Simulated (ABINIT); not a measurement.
A run of ABINIT 10.8.3 (patched build) is set up as follows.

The input run.abi:

```
# Datasets: one volume each
ndtset 7
getwfk -1
scalecart1 3*0.9795861087
scalecart2 3*0.9864848297
scalecart3 3*0.9932883884
scalecart4 3*1.0000000000
scalecart5 3*1.0066227096
scalecart6 3*1.0131594038
scalecart7 3*1.0196128224

# Pseudopotentials
pp_dirpath "./"
pseudos "In.GGA_PBE-JTH_sp.xml, P.GGA_PBE-JTH.xml"

# Structure
acell 3*1.0
rprim
     0.0000000000     5.5378424082     5.5378424082
     5.5378424082     0.0000000000     5.5378424082
     5.5378424082     5.5378424082     0.0000000000
ntypat 2
znucl 49 15
natom 2
typat 1 2
xred
     0.0000000000     0.0000000000     0.0000000000
     0.7500000000     0.7500000000     0.7500000000

# Plane-wave basis
ecut 20.0
pawecutdg 40.0

# k points
kptopt 1
ngkpt 8 8 8
nshiftk 1
shiftk 0.0 0.0 0.0

# Exchange and correlation
ixc 23

# Bands and occupations
nband 8
occopt 3
tsmear 0.00183747

# SCF cycle
nstep 100
tolvrs 1.0e-9

# Output
iomode 3
prtwf 1
prtden 0
prteig 0
prtebands 0
enunit 2
```

Potentials or basis: JTH PAW PBE v2.0 sp.

The run is started by

```bash
$ abinit run.abi > log 2>&1
```

Question: What does it give for the pressure derivative of the bulk modulus?

Answer: 4.8.

Question: Estimate the equilibrium volume.

Answer: 26.25 Å³/atom.

Question: Predict the bulk modulus.

Answer: 68 GPa.

Energy against volume, from the lowest point:
```tsv
volume (Å³/atom)	energy (meV/atom)
23.657	66.85
24.160	41.70
24.663	23.11
25.167	10.36
25.670	2.84
26.173	0.00
26.677	1.35
```

Caveat: the cutoff is too short for stress, so the log's stress isn't used; pressures at fixed basis lie under the slope of the energies; the PAW data sets were made with another functional, which shifts forces and pressure a little; this set keeps more shells in the core, which shifts pressures and gaps.

**Measured values to compare with.**

From a printed reference work, data compilation, for a bulk crystal of InP: bulk modulus 71 GPa.

Measured bulk modulus of InP: 71 GPa (a printed reference work, data compilation). This calculation gives 68 GPa (-3.9 %). The fit is for a static lattice scaled at fixed shape and fixed fractional positions.
